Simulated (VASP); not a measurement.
# Sn (P6_3/mmc) in VASP: settings compared, part 2 of 2

VASP 6.6.1.

## Step 4: Relaxation of cell and atoms, PBE

This run uses another cell than the first one, of 27.05 Å³/atom, 1.002 times its volume.

The input, INCAR:

```
ALGO     = Normal         # electronic algorithm
EDIFF    = 1E-7           # SCF threshold, eV
EDIFFG   = -0.03          # ionic threshold
ENCUT    = 600            # plane-wave cutoff, eV
GGA      = PE             # functional
IBRION   = 2              # ionic algorithm
ISIF     = 3              # what is computed and relaxed
ISMEAR   = 0              # smearing method
LASPH    = T              # aspherical terms in the spheres
LCHARG   = F              # write CHGCAR
LREAL    = F              # projectors in reciprocal space
LWAVE    = F              # write WAVECAR
NELM     = 80             # most SCF steps
NSW      = 80             # ionic steps
PREC     = Accurate       # precision mode
SIGMA    = 0.05           # smearing width, eV
```

The input, KPOINTS:

```
k-points
0
Gamma
  6 6 4
```

The input, POSCAR:

```
Sn
1.0
    3.3693956289      0.0000000000      0.0000000000
   -1.6846978144      2.9179822100      0.0000000000
    0.0000000000      0.0000000000      5.5033461938
Sn
2
Direct
    0.3333333333      0.6666666667      0.7500000000
    0.6666666667      0.3333333333      0.2500000000
```

Potentials or basis: VASP PAW PBE potentials, release 64 (Sn_d).

Command:

```sh
$ cat potpaw_PBE.64/Sn_d/POTCAR > POTCAR
$ mpirun -np 1 vasp_std > vasp.out
```

OUTCAR:

```text
EDIFF = 1E-7
   EDIFFG = -0.03
   ENCUT = 600
   GGA = PE
   IBRION = 2
   ISIF = 3
   ISMEAR = 0
   LASPH = T
   LREAL = F
   NELM = 80
   NSW = 80
   PREC = Accurate

 ion  position               nearest neighbor table
   1  0.333  0.667  0.750-   2 3.37   2 3.37   2 3.37   2 3.37   2 3.37   2 3.37
   2  0.667  0.333  0.250-   1 3.37   1 3.37   1 3.37   1 3.37   1 3.37   1 3.37

  LATTYP: Found a hexagonal cell.
 ALAT       =     3.3693956289
 C/A-ratio  =     1.6333333333

  Lattice vectors:

 A1 = (   3.3693956289,   0.0000000000,   0.0000000000)
 A2 = (  -1.6846978144,   2.9179822100,   0.0000000000)
[... 675 lines left out ...]
  Direction    XX          YY          ZZ          XY          YZ          ZX
  --------------------------------------------------------------------------------------
  -------------------------------------------------------------------------------------
  Total       -0.0502689     -0.0502689      0.0490468     -0.0000000     -0.0000000     -0.0000000
  in kB       -1.4649687     -1.4649687      1.4293515     -0.0000000     -0.0000000     -0.0000000
  external PRESSURE =      -0.5001953 kB  Pullay stress =       0.0000000 kB

 VOLUME and BASIS-vectors are now :
 -----------------------------------------------------------------------------
  energy-cutoff  :      600.00
  volume of cell :       54.98
      direct lattice vectors                 reciprocal lattice vectors
     3.383863904  0.000000000 -0.000000000     0.295520159  0.170618644  0.000000000
    -1.691931952  2.930512104  0.000000000    -0.000000000  0.341237287 -0.000000000
    -0.000000000  0.000000000  5.544030448     0.000000000 -0.000000000  0.180374190

 POSITION                                       TOTAL-FORCE (eV/Angst)
 -----------------------------------------------------------------------------------
     -0.00000      1.95367      4.15802         0.000000     -0.000000      0.000000
      1.69193      0.97684      1.38601        -0.000000      0.000000      0.000000
 -----------------------------------------------------------------------------------
    total drift:                                0.000000     -0.000000      0.000000

  FREE ENERGIE OF THE ION-ELECTRON SYSTEM (eV)
  ---------------------------------------------------
  free  energy   TOTEN  =        -7.5373724871 eV

  energy  without entropy=       -7.5338054718  energy(sigma->0) =       -7.53558898

 reached required accuracy - stopping structural energy minimisation
```

OSZICAR:

```text
N       E                     dE             d eps       ncg     rms          rms(c)
DAV:   1     0.210607698695E+03    0.21061E+03   -0.16832E+04   756   0.268E+03
DAV:   2     0.106985705977E+02   -0.19991E+03   -0.19773E+03   758   0.467E+02
DAV:   3    -0.700216258155E+01   -0.17701E+02   -0.17236E+02   894   0.140E+02
[... 15 lines left out ...]
DAV:   4    -0.753745053486E+01    0.67527E-03   -0.17253E-03   824   0.560E-01    0.289E-02
DAV:   5    -0.753737836957E+01    0.72165E-04   -0.94157E-05   974   0.110E-01    0.129E-02
DAV:   6    -0.753737316997E+01    0.51996E-05   -0.89155E-06   790   0.425E-02    0.253E-03
DAV:   7    -0.753737238858E+01    0.78138E-06   -0.29192E-07   692   0.597E-03    0.615E-04
DAV:   8    -0.753737248714E+01   -0.98553E-07   -0.48780E-08   388   0.327E-03
   2 F= -.75373725E+01 E0= -.75355890E+01  d E =-.186770E-02
```

Run time: 22 s. Hardware: 1 thread of Intel Xeon Platinum 8488C (Sapphire Rapids), shared host; peak memory 0.19 GiB.

What came out:

```
Free energy                            : -7.5374 eV
Relaxed volume                         : 27.49 Å³/atom
Relaxed cell                           : a = 3.384 Å, b = 3.384 Å, c = 5.544 Å, α = 90.00°, β = 90.00°, γ = 120.00°
Space group after relaxing (to 0.05 Å) : P6_3/mmc (No. 194)
Energy gained by relaxing              : 0.9 meV/atom
Ionic steps                            : 2
Pressure after relaxing                : -0.1 GPa
Band gap on the k mesh                 : none (metal or under the smearing width)
```

Stress tensor (GPa, compression positive):
```
-0.15  0.00  0.00
 0.00 -0.15  0.00
 0.00  0.00  0.14
```

Step by step:
| step | energy change (eV) | largest force (eV/Å) | pressure (GPa) | volume (Å³) |
| --- | --- | --- | --- | --- |
| 1 | 0.0000 | 0.0000 | 0.65 | 54.11 |
| 2 | -0.0019 | 0.0000 | -0.05 | 54.98 |

Final structure:
```
CELL_PARAMETERS angstrom
3.38386 0.00000 0.00000
-1.69193 2.93051 0.00000
0.00000 0.00000 5.54403
ATOMIC_POSITIONS crystal
Sn 0.33333 0.66667 0.75000
Sn 0.66667 0.33333 0.25000
```

## Step 5: Single point, r2SCAN

This run uses another cell than the first one, of 27.32 Å³/atom, 1.012 times its volume.

The input, POSCAR:

```
Sn
1.0
    3.3245064470      0.0000000000      0.0000000000
   -1.6622532235      2.8791070381      0.0000000000
    0.0000000000      0.0000000000      5.7078141541
Sn
2
Direct
    0.3333333333      0.6666666667      0.7500000000
    0.6666666667      0.3333333333      0.2500000000
```

The input, INCAR.step1:

```
PREC     = Accurate       # precision mode
ENCUT    = 520            # plane-wave cutoff, eV
ISMEAR   = 0              # smearing method
SIGMA    = 0.05           # smearing width, eV
LREAL    = F              # projectors in reciprocal space
LASPH    = T              # aspherical terms in the spheres
NELM     = 100            # most SCF steps
NBANDS   = 21             # bands
GGA      = PE             # functional
ALGO     = Normal         # electronic algorithm
EDIFF    = 1E-4           # SCF threshold, eV
LWAVE    = T              # write WAVECAR
LCHARG   = F              # write CHGCAR
```

The input, INCAR.step2:

```
PREC     = Accurate       # precision mode
ENCUT    = 520            # plane-wave cutoff, eV
EDIFF    = 1E-7           # SCF threshold, eV
ISMEAR   = 0              # smearing method
SIGMA    = 0.05           # smearing width, eV
LREAL    = F              # projectors in reciprocal space
LASPH    = T              # aspherical terms in the spheres
NELM     = 100            # most SCF steps
ALGO     = Normal         # electronic algorithm
ISIF     = 2              # what is computed and relaxed
LWAVE    = F              # write WAVECAR
LCHARG   = T              # write CHGCAR
METAGGA  = R2SCAN         # meta-GGA
LMIXTAU  = T            
LELF     = T              # ELF
LVHAR    = T            
NBANDS   = 21             # bands
ISTART   = 1
```

The input, KPOINTS:

```
regular mesh
0
Gamma
  14 14 8
```

Potentials or basis: VASP PAW PBE potentials, release 64 (Sn_d).

Command:

```sh
$ cat potpaw_PBE.64/Sn_d/POTCAR > POTCAR
$ cp INCAR.step1 INCAR
$ mpirun -np 1 vasp_std > vasp.out
$ cp INCAR.step2 INCAR
$ mpirun -np 1 vasp_std > vasp.out
```

OUTCAR:

```text
PREC = Accurate
   ENCUT = 520
   EDIFF = 1E-7
   ISMEAR = 0
   LREAL = F
   LASPH = T
   NELM = 100
   ISIF = 2
   METAGGA = R2SCAN
   ISTART = 1

 ion  position               nearest neighbor table
   1  0.333  0.667  0.750-   2 3.44   2 3.44   2 3.44   2 3.44   2 3.44   2 3.44
   2  0.667  0.333  0.250-   1 3.44   1 3.44   1 3.44   1 3.44   1 3.44   1 3.44

  LATTYP: Found a hexagonal cell.
 ALAT       =     3.3245064470
 C/A-ratio  =     1.7168906859

  Lattice vectors:

 A1 = (   3.3245064470,   0.0000000000,   0.0000000000)
 A2 = (  -1.6622532235,   2.8791070381,   0.0000000000)
 A3 = (   0.0000000000,   0.0000000000,   5.7078141541)

Analysis of symmetry for initial positions (statically):
=====================================================================
 Subroutine PRICEL returns:
 Original cell was already a primitive cell.

 Routine SETGRP: Setting up the symmetry group for a
 hexagonal supercell.

 Subroutine GETGRP returns: Found 24 space group operations
 (whereof 12 operations were pure point group operations)
 out of a pool of 24 trial point group operations.

The static configuration has the point symmetry D_3d.
 The point group associated with its full space group is D_6h.

Analysis of symmetry for dynamics (positions and initial velocities):
=====================================================================
 Subroutine PRICEL returns:
 Original cell was already a primitive cell.

 Routine SETGRP: Setting up the symmetry group for a
 hexagonal supercell.

 Subroutine GETGRP returns: Found 24 space group operations
 (whereof 12 operations were pure point group operations)
 out of a pool of 24 trial point group operations.

The dynamic configuration has the point symmetry D_3d.
 The point group associated with its full space group is D_6h.
[... 112 lines left out ...]
   EMIN   =  10.00;   EMAX   =-10.00  energy-range for DOS
   EFERMI =   0.00;   METHOD = LEGACY
   ISMEAR =     0;   SIGMA  =   0.05  broadening in eV -4-tet -1-fermi 0-gaus
   EFERMI_NEDOS =   21; number of points for ismear=-14 and -15
   IALGO  =     38    algorithm
   IMIX   =      4    mixing-type and parameters
     AMIX     =   0.40;   BMIX     =  1.00
     AMIX_MAG =   1.60;   BMIX_MAG =  1.00
  volume/ion in A,a.u.               =      27.32       184.34
  Fermi-wavevector in a.u.,A,eV,Ry     =   1.310114  2.475757 23.353038  1.716400
  Thomas-Fermi vector in A             =   2.440667
   LORBIT       =      0    0 simple, 1 ext, 2 COOP (PROOUT), +10 PAW based schemes
   METAGGA = R2SCAN    functional components
   LHFCALC =     F    Hartree Fock is set to
   AEXX    =    0.0000 exact exchange contribution
   IVDW    =     0    specifies the selected vdW correction
   LEPSILON=     F    determine dielectric tensor
   LRPA    =     F    only Hartree local field effects (RPA)
 non-spin polarized calculation
 Gauss-broadening in eV      SIGMA  =   0.05
  energy-cutoff  :      520.00
  volume of cell :       54.63
 maximum number of plane-waves:      1492
 NGX is ok and might be reduce to    28

 number of electron      28.0000000 magnetization

 Free energy of the ion-electron system (eV)
  ---------------------------------------------------
  ext. energy  EPLUGINS =         0.00000000
  ---------------------------------------------------
  free energy    TOTEN  =       -49.02734451 eV

  energy without entropy =      -49.02651579  energy(sigma->0) =      -49.02693015

 E-fermi :   7.9553     XC(G=0): -11.2535

 val. band max:        7.9030396927   @ k =   0.2143   0.2143   0.2500
 cond. band min:       7.9625630777   @ k =   0.2857   0.2857   0.2500
 fundamental gap:      0.0595233851
 Fermi energy:         7.9552801857

 k-point     1 :       0.0000    0.0000    0.0000
  band No.  band energies     occupation
      1     -14.2787      2.00000
      2     -14.2656      2.00000
      3     -14.2583      2.00000
      4     -14.2583      2.00000
      5     -14.2490      2.00000
      6     -14.2490      2.00000
[... 565 lines left out ...]
     20      21.9887      0.00000
     21      22.5516      0.00000

 [... further k-points ...]

------------------------ aborting loop because EDIFF is reached ----------------------------------------

  FORCE on cell =-STRESS in cart. coord.  units (eV):
  Direction    XX          YY          ZZ          XY          YZ          ZX
  --------------------------------------------------------------------------------------
  -------------------------------------------------------------------------------------
  Total       -0.2041188     -0.2041188     -0.2260152      0.0000000     -0.0000000      0.0000000
  in kB       -5.9860293     -5.9860293     -6.6281677      0.0000000     -0.0000000      0.0000000
  external PRESSURE =      -6.2000754 kB  Pullay stress =       0.0000000 kB

 VOLUME and BASIS-vectors are now :
 -----------------------------------------------------------------------------
  energy-cutoff  :      520.00
  volume of cell :       54.63
      direct lattice vectors                 reciprocal lattice vectors
     3.324506447  0.000000000  0.000000000     0.300796529  0.173664957  0.000000000
    -1.662253224  2.879107038  0.000000000     0.000000000  0.347329914  0.000000000
     0.000000000  0.000000000  5.707814154     0.000000000  0.000000000  0.175198416

 POSITION                                       TOTAL-FORCE (eV/Angst)
 -----------------------------------------------------------------------------------
     -0.00000      1.91940      4.28086         0.000000     -0.000000      0.000000
      1.66225      0.95970      1.42695        -0.000000      0.000000      0.000000
 -----------------------------------------------------------------------------------
    total drift:                               -0.000000      0.000000     -0.000000

  FREE ENERGIE OF THE ION-ELECTRON SYSTEM (eV)
  ---------------------------------------------------
  free  energy   TOTEN  =       -49.0273445096 eV

  energy  without entropy=      -49.0265157921  energy(sigma->0) =      -49.02693015
```

OUTCAR.step1:

```text
PREC = Accurate
   ENCUT = 520
   ISMEAR = 0
   LREAL = F
   LASPH = T
[... 801 lines left out ...]
 -----------------------------------------------------------------------------------
     -0.00000      1.91940      4.28086        -0.000000     -0.000000      0.000000
      1.66225      0.95970      1.42695         0.000000      0.000000      0.000000
 -----------------------------------------------------------------------------------
    total drift:                               -0.000000      0.000000     -0.000000

  FREE ENERGIE OF THE ION-ELECTRON SYSTEM (eV)
  ---------------------------------------------------
  free  energy   TOTEN  =        -7.5781439419 eV

  energy  without entropy=       -7.5770833394  energy(sigma->0) =       -7.57761364
```

OSZICAR.step1:

```text
N       E                     dE             d eps       ncg     rms          rms(c)
DAV:   1     0.221203014156E+03    0.22120E+03   -0.14793E+04  5165   0.210E+03
DAV:   2     0.150562263929E+02   -0.20615E+03   -0.20165E+03  5070   0.452E+02
DAV:   3    -0.692866181191E+01   -0.21985E+02   -0.21764E+02  5770   0.133E+02
DAV:   4    -0.758087556283E+01   -0.65221E+00   -0.65186E+00  5829   0.255E+01
DAV:   5    -0.760399333926E+01   -0.23118E-01   -0.23117E-01  6894   0.470E+00    0.185E+00
DAV:   6    -0.758485363813E+01    0.19140E-01   -0.28772E-02  6783   0.222E+00    0.102E+00
DAV:   7    -0.757840037944E+01    0.64533E-02   -0.16117E-02  6900   0.165E+00    0.129E-01
DAV:   8    -0.757813679087E+01    0.26359E-03   -0.13798E-03  6433   0.520E-01    0.249E-02
DAV:   9    -0.757814394192E+01   -0.71511E-05   -0.26113E-05  3430   0.496E-02
   1 F= -.75781439E+01 E0= -.75776136E+01  d E =-.106060E-02
```

It took 4.7 min on 1 thread of Intel Xeon Platinum 8488C (Sapphire Rapids), shared host; peak memory 0.26 GiB.

Results:

* Free energy: -49.0273 eV
* Pressure: -0.6 GPa
* Band gap on the k mesh: none (metal or under the smearing width)

Caveat: the PAW data sets were made with another functional, which shifts forces and pressure a little.

## Step 6: The runs side by side

```tsv
task	level	cell	k mesh	cutoff (eV)	gap on the mesh (eV)	pressure (GPa)
single point	r2SCAN	P6_3/mmc, 26.99 Å³/atom	14 × 14 × 8	520	none	0.0
single point	PBE	P6_3/mmc, 27.48 Å³/atom	6 × 6 × 4	520	none	0.0
relaxation of cell and atoms	PBE	relaxed	6 × 6 × 4	600	none	-0.1
single point	r2SCAN	P6_3/mmc, 27.32 Å³/atom	14 × 14 × 8	520	none	-0.6
```

Alike in all rows: potentials or basis VASP PAW PBE potentials, release 64 (Sn_d); no spin polarisation; smearing gaussian 0.05 eV.

Every run on the cell as given and a fine mesh finds a metal. The pressure there spans -0.6 GPa (r2SCAN) to 0.0 GPa (PBE); a positive pressure means that this level wants a larger cell, a negative one a smaller.

Caveats: the PAW data sets were made with another functional, which shifts forces and pressure a little (some runs).

Absolute energies hang on the potentials; compare differences alone.
